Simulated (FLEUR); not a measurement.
# CdTe (F-43m) in FLEUR: further runs

One crystal, CdTe, is run at these levels: revPBE; tasks: band structure, equation of state.

Program: FLEUR MaX-R8.1 (later development tree). These are calculated values, not measurements. Logs are shortened: lines on timing, memory, paths and dates and some standing lists are left out, and cuts for length are marked.

**Measured values to compare with.**

A printed reference work, data compilation reports, for a bulk crystal of CdTe at 0 K: band gap 1.607 eV.

The results are compared with them further down.

### 1 The structure

It takes space group F-43m (No. 216, cubic). Conventional cell: a = 6.410 Å, b = 6.410 Å, c = 6.410 Å, α = 90.00°, β = 90.00°, γ = 90.00°. Te (site symmetry -43m) has 4 Cd at 2.78 Å as nearest neighbours. Cd (site symmetry -43m) is surrounded by 4 Te at 2.78 Å.

### 2 Band structure, revPBE

The input, inp.xml:

```xml
<?xml version="1.0" encoding="UTF-8" standalone="no"?>
<fleurInput fleurInputVersion="0.39">
   <comment>
      CdTe                                                                                                
   </comment>
   <calculationSetup>
      <cutoffs Kmax="3.8" Gmax="11.8" GmaxXC="11.8" numbands="0"/>
      <scfLoop itmax="60" minDistance="0.00001" maxIterBroyd="15" imix="Anderson" alpha="0.05" precondParam="0.0" spinf="2.0" sdNocoIR="T"/>
      <coreElectrons ctail="T" frcor="F" kcrel="0" coretail_lmax="0"/>
      <xcFunctional name="rpbe" relativisticCorrections="F"/>
      <magnetism jspins="1"/>
      <soc l_soc="F" theta="0.0" phi="0.0" spav="F"/>
      <expertModes spex="0" secvar="F"/>
      <geometryOptimization l_f="F" forcealpha="1.0" forcemix="BFGS" epsdisp="0.00001" epsforce="0.00001"/>
      <ldaU l_linMix="F" mixParam="0.05" spinf="1.0"/>
   </calculationSetup>
   <cell>
      <bzIntegration valenceElectrons="42.0" mode="hist" fermiSmearingEnergy="0.00183747">
         <kPointListSelection listName="default-1"/>
         <!-- k-points included here -->
         <xi:include xmlns:xi="http://www.w3.org/2001/XInclude" href="kpts.xml"> </xi:include>
      </bzIntegration>
      <!-- symmetry operations included here -->
      <xi:include xmlns:xi="http://www.w3.org/2001/XInclude" href="sym.xml"> </xi:include>
      <bulkLattice scale="1.0">
         <bravaisMatrix>
[... 30 lines left out ...]
         </electronConfig>
         <energyParameters s="5" p="5" d="4" f="4"/>
         <lo type="SCLO" l="0" n="4" eDeriv="0"/>
         <lo type="SCLO" l="1" n="4" eDeriv="0"/>
         <lo type="SCLO" l="1" n="4" eDeriv="1"/>
         <lo type="SCLO" l="2" n="4" eDeriv="2"/>
         <lo type="SCLO" l="3" n="4" eDeriv="2"/>
      </species>
   </atomSpecies>
   <atomGroups>
      <atomGroup species="Tellurium (Te)">
         <relPos label="                   1">-1.000/4.000 -1.000/4.000 -1.000/4.000</relPos>
         <force calculate="T" relaxXYZ="TTT"/>
      </atomGroup>
      <atomGroup species="Cadmium (Cd)">
         <relPos label="                   2">.0000000000 .0000000000 .0000000000</relPos>
         <force calculate="T" relaxXYZ="TTT"/>
      </atomGroup>
   </atomGroups>
   <output dos="F" band="F" slice="F">
      <checks vchk="F" cdinf="F"/>
      <bandDOS minEnergy="-.5*Htr" maxEnergy="0.5*Htr" sigma="0.015" storeEVData="T"/>
      <vacuumDOS vacdos="F" integ="F" star="F" nstars="0" locx1="0.0" locy1="0.0" locx2="0.0" locy2="0.0" nstm="0" tworkf="0.0"/>
      <unfoldingBand unfoldBand="F" supercellX="1" supercellY="1" supercellZ="1"/>
      <plotting iplot="0" polar="F">
         <plot TwoD="T" vec1="  1.0  0.0  0.0" vec2="  0.0  1.0  0.0" vec3="  0.0  0.0  1.0" zero="  0.0  0.0  0.0" file="plot"/>
      </plotting>
      <chargeDensitySlicing numkpt="0" minEigenval="0.0" maxEigenval="0.0" nnne="0" pallst="F"/>
      <specialOutput eonly="F"/>
      <moessbauerParams electricFieldGradient="T" isomerShift="T" coreHyperfine="T" valenceHyperfine="T"/>
      <magneticCircularDichroism mcd="F" energyLo="-10.0" energyUp="0.0"/>
   </output>
  <!-- We include the file relax.xml here to enable relaxations (see documentation) -->
  <xi:include xmlns:xi="http://www.w3.org/2001/XInclude" href="relax.xml"> <xi:fallback/> </xi:include>
</fleurInput>
```

The input, crystal.txt:

```
CdTe
&input cartesian=F /
0.0000000000  3.2050000000  3.2050000000
3.2050000000  0.0000000000  3.2050000000
3.2050000000  3.2050000000  0.0000000000
1.8897261246
1.0 1.0 1.0

2
52 0.7500000000  0.7500000000  0.7500000000
48 0.0000000000  0.0000000000  0.0000000000

&kpt div1=7 div2=7 div3=7 gamma=T /
```

The input, inp.xml (bands):

```
<?xml version="1.0" encoding="UTF-8" standalone="no"?>
<fleurInput fleurInputVersion="0.39">
   <comment>
      CdTe                                                                                                
   </comment>
   <calculationSetup>
      <cutoffs Kmax="3.8" Gmax="11.8" GmaxXC="11.8" numbands="0"/>
      <scfLoop itmax="60" minDistance="0.00001" maxIterBroyd="15" imix="Anderson" alpha="0.05" precondParam="0.0" spinf="2.0" sdNocoIR="T"/>
      <coreElectrons ctail="T" frcor="F" kcrel="0" coretail_lmax="0"/>
      <xcFunctional name="rpbe" relativisticCorrections="F"/>
      <magnetism jspins="1"/>
      <soc l_soc="F" theta="0.0" phi="0.0" spav="F"/>
      <expertModes spex="0" secvar="F"/>
      <geometryOptimization l_f="F" forcealpha="1.0" forcemix="BFGS" epsdisp="0.00001" epsforce="0.00001"/>
      <ldaU l_linMix="F" mixParam="0.05" spinf="1.0"/>
   </calculationSetup>
   <cell>
      <bzIntegration valenceElectrons="42.0" mode="hist" fermiSmearingEnergy="0.00183747">
         <kPointListSelection listName="path-1"/>
         <!-- k-points included here -->
         <xi:include xmlns:xi="http://www.w3.org/2001/XInclude" href="kpts.xml"> </xi:include>
      </bzIntegration>
      <!-- symmetry operations included here -->
      <xi:include xmlns:xi="http://www.w3.org/2001/XInclude" href="sym.xml"> </xi:include>
      <bulkLattice scale="1.0">
         <bravaisMatrix>
[... 31 lines left out ...]
         <energyParameters s="5" p="5" d="4" f="4"/>
         <lo type="SCLO" l="0" n="4" eDeriv="0"/>
         <lo type="SCLO" l="1" n="4" eDeriv="0"/>
         <lo type="SCLO" l="1" n="4" eDeriv="1"/>
         <lo type="SCLO" l="2" n="4" eDeriv="2"/>
         <lo type="SCLO" l="3" n="4" eDeriv="2"/>
      </species>
   </atomSpecies>
   <atomGroups>
      <atomGroup species="Tellurium (Te)">
         <relPos label="                   1">-1.000/4.000 -1.000/4.000 -1.000/4.000</relPos>
         <force calculate="T" relaxXYZ="TTT"/>
      </atomGroup>
      <atomGroup species="Cadmium (Cd)">
         <relPos label="                   2">.0000000000 .0000000000 .0000000000</relPos>
         <force calculate="T" relaxXYZ="TTT"/>
      </atomGroup>
   </atomGroups>
   <output dos="F" band="T" slice="F">
      <checks vchk="F" cdinf="F"/>
      <bandDOS minEnergy="-.5*Htr" maxEnergy="0.5*Htr" sigma="0.015" storeEVData="T"/>
      <vacuumDOS vacdos="F" integ="F" star="F" nstars="0" locx1="0.0" locy1="0.0" locx2="0.0" locy2="0.0" nstm="0" tworkf="0.0"/>
      <unfoldingBand unfoldBand="F" supercellX="1" supercellY="1" supercellZ="1"/>
      <plotting iplot="0" polar="F">
         <plot TwoD="T" vec1="  1.0  0.0  0.0" vec2="  0.0  1.0  0.0" vec3="  0.0  0.0  1.0" zero="  0.0  0.0  0.0" file="plot"/>
      </plotting>
      <chargeDensitySlicing numkpt="0" minEigenval="0.0" maxEigenval="0.0" nnne="0" pallst="F"/>
      <specialOutput eonly="F"/>
      <moessbauerParams electricFieldGradient="T" isomerShift="T" coreHyperfine="T" valenceHyperfine="T"/>
      <magneticCircularDichroism mcd="F" energyLo="-10.0" energyUp="0.0"/>
   </output>
  <!-- We include the file relax.xml here to enable relaxations (see documentation) -->
  <xi:include xmlns:xi="http://www.w3.org/2001/XInclude" href="relax.xml"> <xi:fallback/> </xi:include>
</fleurInput>
```

Potentials or basis: all-electron, FLAPW.

Started as:

```sh
$ inpgen -f crystal.txt -profile fastHighL
$ # inp.xml edited to the form shown
$ fleur_MPI
$ fleur_MPI   # second run, on inp.xml (bands)
```

What it wrote:

```text
Welcome to FLEUR        (www.flapw.de)
      MaX-Release 8.1          (www.max-centre.eu)

 ========== k-point set info ==========
 Selected k-point list: default-1
 k-point list type: mesh
 7 x 7 x 7
 Number of k points: 20

 ------------Calculation Setup---------------------------
 Number of MPI-tasks      :            1
 Number of PE/node        :            1
 Number of OMP-threads    :            1
 Most efficient MPI parallelization for:
           1           2           4           5          10          20
 Additional eigenvalue parallelization possible
 Number of basis functions:          508
 Approximate size of matrices (H+S) per k-point:         0.008 GB
 --------------------------------------------------------
 Iteration:     1   Distance:       5.63528842 me/bohr^3
 Iteration:     2   Distance:       5.21214962 me/bohr^3
 Iteration:     3   Distance:       3.14785460 me/bohr^3
 Iteration:     4   Distance:       1.03312775 me/bohr^3
 Iteration:     5   Distance:       0.73260565 me/bohr^3
 Iteration:     6   Distance:       0.16803814 me/bohr^3
 Iteration:     7   Distance:       0.12668427 me/bohr^3
 Iteration:     8   Distance:       0.04203799 me/bohr^3
 Iteration:     9   Distance:       0.01429855 me/bohr^3
 Iteration:    10   Distance:       0.00546454 me/bohr^3
 Iteration:    11   Distance:       0.00069873 me/bohr^3
 Iteration:    12   Distance:       0.00068112 me/bohr^3
 Iteration:    13   Distance:       0.00010559 me/bohr^3
 Iteration:    14   Distance:       0.00002675 me/bohr^3
 Iteration:    15   Distance:       0.00003049 me/bohr^3
 Iteration:    16   Distance:       0.00002740 me/bohr^3
 Iteration:    17   Distance:       0.00001407 me/bohr^3
 Iteration:    18   Distance:       0.00000559 me/bohr^3

 ********************************************************************
 Run finished successfully
 Stop message:
   all done
 ********************************************************************
```

It took 78 s on 1 thread of Arm Neoverse V1, shared host; peak memory 0.08 GiB.

What came out:

* Free energy: -337240.0139 eV
* Band gap on the k mesh: 0.98 eV, direct
* Band gap along the path: 0.98 eV, direct
* Valence electrons inside the program's atomic spheres: Te 19.08; Cd 18.60 (radii Te 2.3, Cd 2.56 bohr)

Levels at the corners of the path, in eV from the valence-band top:
```tsv
point	band 19	band 20	band 21	band 22	band 23	band 24
Γ	0.00	0.00	0.00	0.98	4.64	4.64
X	-4.43	-1.96	-1.96	2.66	2.74	9.13
W	-4.31	-2.43	-2.31	4.41	4.78	5.69
K	-4.33	-2.67	-1.63	2.97	4.64	7.52
Γ	0.00	0.00	0.00	0.98	4.64	4.64
L	-4.57	-0.82	-0.82	1.94	5.24	5.24
U	-4.33	-2.67	-1.63	2.97	4.64	7.52
W	-4.31	-2.43	-2.31	4.41	4.78	5.69
L	-4.57	-0.82	-0.82	1.94	5.24	5.24
K	-4.33	-2.67	-1.63	2.97	4.64	7.52
U	-4.33	-2.67	-1.63	2.97	4.64	7.52
X	-4.43	-1.96	-1.96	2.66	2.74	9.13
```

Core levels (eV from the Fermi level):
```tsv
atom	levels
1 Te	1s1/2 -31603.3, 2s1/2 -4840.4, 2p1/2 -4534.3, 2p3/2 -4259.8, 3s1/2 -959.0, 3p1/2 -833.2, 3p3/2 -782.1, 4s1/2 -158.8, 3d3/2 -560.4, 3d5/2 -549.7
2 Cd	1s1/2 -26507.3, 2s1/2 -3931.2, 2p1/2 -3659.0, 2p3/2 -3466.6, 3s1/2 -729.8, 3p1/2 -620.8, 3p3/2 -586.4, 3d3/2 -393.8, 3d5/2 -386.8
```

Caveat: spin-orbit coupling is left out, which moves the levels of the heavy elements.

### 3 Equation of state, revPBE, 30.95 Å³/atom (volume scaled by 0.94)

Changes to inp.xml since step 2:

```diff
@@ -24,3 +24,3 @@
       <xi:include xmlns:xi="http://www.w3.org/2001/XInclude" href="sym.xml"> </xi:include>
-      <bulkLattice scale="1.0">
+      <bulkLattice scale="0.9795861087">
          <bravaisMatrix>
@@ -34,3 +34,3 @@
       <species name="Tellurium (Te)" element="Te" atomicNumber="52">
-         <mtSphere radius="2.3" gridPoints="761" logIncrement="0.017"/>
+         <mtSphere radius="2.23" gridPoints="761" logIncrement="0.017"/>
          <atomicCutoffs lmax="9" lnonsphr="7"/>
@@ -51,3 +51,3 @@
       <species name="Cadmium (Cd)" element="Cd" atomicNumber="48">
-         <mtSphere radius="2.56" gridPoints="847" logIncrement="0.015"/>
+         <mtSphere radius="2.48" gridPoints="847" logIncrement="0.015"/>
          <atomicCutoffs lmax="10" lnonsphr="8"/>
```

Potentials or basis: all-electron, FLAPW.

Started as:

```sh
$ inpgen -f crystal.txt -profile fastHighL
$ # inp.xml edited to the form shown
$ fleur_MPI
```

What it wrote:

```text
Welcome to FLEUR        (www.flapw.de)
      MaX-Release 8.1          (www.max-centre.eu)

 ========== k-point set info ==========
 Selected k-point list: default-1
 k-point list type: mesh
 7 x 7 x 7
 Number of k points: 20

 ------------Calculation Setup---------------------------
 Number of MPI-tasks      :            1
 Number of PE/node        :            1
 Number of OMP-threads    :            1
 Most efficient MPI parallelization for:
           1           2           4           5          10          20
 Additional eigenvalue parallelization possible
 Number of basis functions:          478
 Approximate size of matrices (H+S) per k-point:         0.007 GB
 --------------------------------------------------------
 Iteration:     1   Distance:       5.84497958 me/bohr^3
 Iteration:     2   Distance:       5.40038600 me/bohr^3
 Iteration:     3   Distance:       3.24763660 me/bohr^3
 Iteration:     4   Distance:       1.04855592 me/bohr^3
 Iteration:     5   Distance:       0.73503374 me/bohr^3
 Iteration:     6   Distance:       0.16687850 me/bohr^3
 Iteration:     7   Distance:       0.12611357 me/bohr^3
 Iteration:     8   Distance:       0.04237557 me/bohr^3
 Iteration:     9   Distance:       0.01229694 me/bohr^3
 Iteration:    10   Distance:       0.00535141 me/bohr^3
 Iteration:    11   Distance:       0.00078722 me/bohr^3
 Iteration:    12   Distance:       0.00075147 me/bohr^3
 Iteration:    13   Distance:       0.00012399 me/bohr^3
 Iteration:    14   Distance:       0.00003806 me/bohr^3
 Iteration:    15   Distance:       0.00002683 me/bohr^3
 Iteration:    16   Distance:       0.00002441 me/bohr^3
 Iteration:    17   Distance:       0.00001383 me/bohr^3
 Iteration:    18   Distance:       0.00000493 me/bohr^3

 ********************************************************************
 Run finished successfully
 Stop message:
   all done
 ********************************************************************
```

Wall time 62 s (1 thread of Arm Neoverse V1, shared host); peak memory 0.09 GiB.

Results:

```
Free energy                                           : -337239.7823 eV
Band gap on the k mesh                                : 1.17 eV, direct
Valence electrons inside the program's atomic spheres : Te 18.86; Cd 18.48 (radii Te 2.23, Cd 2.48 bohr)
```

Caveat: the plane-wave cutoff is short for the semicore states, which can make moduli rough; spin-orbit coupling is left out, which moves the levels of the heavy elements.

### 4 Equation of state, revPBE, 31.60 Å³/atom (volume scaled by 0.96)

Changes to inp.xml since step 3:

```diff
@@ -24,3 +24,3 @@
       <xi:include xmlns:xi="http://www.w3.org/2001/XInclude" href="sym.xml"> </xi:include>
-      <bulkLattice scale="0.9795861087">
+      <bulkLattice scale="0.9864848297">
          <bravaisMatrix>
```

Started as:

```sh
$ inpgen -f crystal.txt -profile fastHighL
$ # inp.xml edited to the form shown
$ fleur_MPI
```

Run time: 65 s. Hardware: 1 thread of Arm Neoverse V1, shared host; peak memory 0.09 GiB.

Results (log left out):

```
Free energy                                           : -337239.8521 eV
Band gap on the k mesh                                : 1.11 eV, direct
Valence electrons inside the program's atomic spheres : Te 18.85; Cd 18.46 (radii Te 2.23, Cd 2.48 bohr)
```

Caveat: the plane-wave cutoff is short for the semicore states, which can make moduli rough; spin-orbit coupling is left out, which moves the levels of the heavy elements.

### 5 Equation of state, revPBE, 32.92 Å³/atom

Changes to inp.xml since step 4:

```diff
@@ -24,3 +24,3 @@
       <xi:include xmlns:xi="http://www.w3.org/2001/XInclude" href="sym.xml"> </xi:include>
-      <bulkLattice scale="0.9864848297">
+      <bulkLattice scale="1.0000000000">
          <bravaisMatrix>
```

Started as:

```sh
$ inpgen -f crystal.txt -profile fastHighL
$ # inp.xml edited to the form shown
$ fleur_MPI
```

It took 70 s on 1 thread of Arm Neoverse V1, shared host; peak memory 0.09 GiB.

The run converged. Its results:

```yaml
Free_energy: -337239.9625 eV
Band_gap_on_the_k_mesh: 0.98 eV, direct
Valence_electrons_inside_the_program's_atomic_spheres: Te 18.83; Cd 18.42 (radii Te 2.23, Cd 2.48 bohr)
```

Caveat: the plane-wave cutoff is short for the semicore states, which can make moduli rough; spin-orbit coupling is left out, which moves the levels of the heavy elements.

### 6 Equation of state, revPBE, 34.24 Å³/atom (volume scaled by 1.04)

Changes to inp.xml since step 5:

```diff
@@ -24,3 +24,3 @@
       <xi:include xmlns:xi="http://www.w3.org/2001/XInclude" href="sym.xml"> </xi:include>
-      <bulkLattice scale="1.0000000000">
+      <bulkLattice scale="1.0131594038">
          <bravaisMatrix>
```

Potentials or basis: all-electron, FLAPW.

Started as:

```sh
$ inpgen -f crystal.txt -profile fastHighL
$ # inp.xml edited to the form shown
$ fleur_MPI
```

Wall time 70 s (1 thread of Arm Neoverse V1, shared host); peak memory 0.09 GiB.

It converged, with:

* Free energy: -337240.0358 eV
* Band gap on the k mesh: 0.86 eV, direct
* Valence electrons inside the program's atomic spheres: Te 18.81; Cd 18.39 (radii Te 2.23, Cd 2.48 bohr)

Caveat: the plane-wave cutoff is short for the semicore states, which can make moduli rough; spin-orbit coupling is left out, which moves the levels of the heavy elements.

### 7 Equation of state, revPBE, 34.90 Å³/atom (volume scaled by 1.06)

Changes to inp.xml since step 6:

```diff
@@ -24,3 +24,3 @@
       <xi:include xmlns:xi="http://www.w3.org/2001/XInclude" href="sym.xml"> </xi:include>
-      <bulkLattice scale="1.0131594038">
+      <bulkLattice scale="1.0196128224">
          <bravaisMatrix>
```

Started as:

```sh
$ inpgen -f crystal.txt -profile fastHighL
$ # inp.xml edited to the form shown
$ fleur_MPI
```

It took 69 s on 1 thread of Arm Neoverse V1, shared host; peak memory 0.09 GiB.

It converged, with:

| Property | Result |
| --- | --- |
| Free energy | -337240.0598 eV |
| Band gap on the k mesh | 0.81 eV, direct |
| Valence electrons inside the program's atomic spheres | Te 18.81; Cd 18.38 (radii Te 2.23, Cd 2.48 bohr) |

Caveat: the plane-wave cutoff is short for the semicore states, which can make moduli rough; spin-orbit coupling is left out, which moves the levels of the heavy elements.

### 8 Equation of state, revPBE

This step only gathers the single runs of the series.

Results:

```
Equilibrium volume : 36.63 Å³/atom (rough: see the caveat)
Bulk modulus       : 48 GPa (rough)
```

Energy against volume, from the lowest point:
| volume (Å³/atom) | energy (meV/atom) |
| --- | --- |
| 30.947 | 138.74 |
| 31.605 | 103.82 |
| 32.922 | 48.63 |
| 34.239 | 11.99 |
| 34.897 | 0.00 |

Caveat: the fit is doubtful: noisy points or a state that changes with volume; the minimum lies outside the volumes run; the plane-wave cutoff is short for the semicore states, which can make moduli rough. The run has no spin-orbit coupling, so splittings on Te are missing.

### 9 Against experiment

Step 2. Measured gap of CdTe: 1.607 eV (0 K; a printed reference work, data compilation). This calculation gives 0.98 eV (-0.62 eV). Spin-orbit coupling on Cd, Te is left out. The value is that of revPBE, without temperature or zero-point motion. Semilocal functionals fall short of measured gaps as a rule.
